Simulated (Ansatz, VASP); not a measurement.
One calculation of ZnO, two programs

Contents of INCAR:

```
SYSTEM = ZnO
PREC = Accurate ; ENCUT = 520
EDIFF = 1E-7 ; ISMEAR = 0
SIGMA = 0.05 ; LREAL = .FALSE.
LASPH = .TRUE. ; NELM = 100
ALGO = Normal ; ISIF = 2
LWAVE = .FALSE. ; LCHARG = .FALSE.
GGA = PS ; NBANDS = 26
```

The input KPOINTS:

```
regular mesh
0
G
  9 9 6
  0 0 0
```

POSCAR

```
ZnO
1.0
    3.0869287877      0.0000000000      0.0000000000
   -1.5434643938      2.6733587498      0.0000000000
    0.0000000000      0.0000000000      5.2038000000
Zn O
2 2
Direct
    0.3333333333      0.6666666667      0.0000000000
    0.6666666667      0.3333333333      0.5000000000
    0.3333333333      0.6666666667      0.3821000000
    0.6666666667      0.3333333333      0.8821000000
```

Input for Ansatz:

```yaml
crystal:
  lattice:
    - [3.0869287877, 0.0, 0.0]
    - [-1.5434643938, 2.6733587498, 0.0]
    - [0.0, 0.0, 5.2038]
  atoms:
    - { symbol: Zn, position: [0.3333333333, 0.6666666667, 0.0] }
    - { symbol: Zn, position: [0.6666666667, 0.3333333333, 0.5] }
    - { symbol: O, position: [0.3333333333, 0.6666666667, 0.3821] }
    - { symbol: O, position: [0.6666666667, 0.3333333333, 0.8821] }
basis:
  ecutwfc: 420
kpoints:
  mp_grid: { grid: [9, 9, 6] }
hamiltonian:
  xc: pbesol
scf:
  occupations: { method: gaussian, width: 0.05 }
output:
  forces: true
  stress: true
  eigenvalues: true
```

Change from the starting cell: strain -0.050 along x and y, +0.000 along z, atoms carried along.

Alike in both runs: task single point; functional PBEsol; k mesh 9 × 9 × 6; occupations gaussian, width 0.05 eV; no spin polarisation.

|  | VASP | Ansatz |
| --- | --- | --- |
| version | VASP 6.6.1 | Ansatz 0.2.0 |
| potentials or method | VASP PAW PBE potentials, release 64 (Zn, O) | scalar-relativistic, plane waves, PAW |
| plane-wave cutoff (eV) | 520 | 420 |
| valence electrons in the cell | 36 | 36 |

|  | VASP | Ansatz | Ansatz less VASP |
| --- | --- | --- | --- |
| gap on the k mesh at the Fermi level (eV) | 0.73 | 0.74 | +0.009 |
| least direct gap on the mesh (eV) | 0.73 | 0.74 | +0.009 |
| pressure (GPa) | 18.9 | 17.4 | -1.55 |
| largest component of the traceless stress (GPa) | 10.61 | 10.21 | -0.398 |
| rms of the force components (eV/Å) | 0.405 | 0.384 | -0.0210 |

Atom by atom the forces differ by 0.021 eV/Å (rms over components). The functional is the same, so the differences come from potentials, cutoffs and numerics.

Caveats: so large a pressure means that the cell lies far from this level's equilibrium, or that cutoff or potentials fall short (VASP); the potentials were made for another functional, which shifts forces and pressure (VASP).
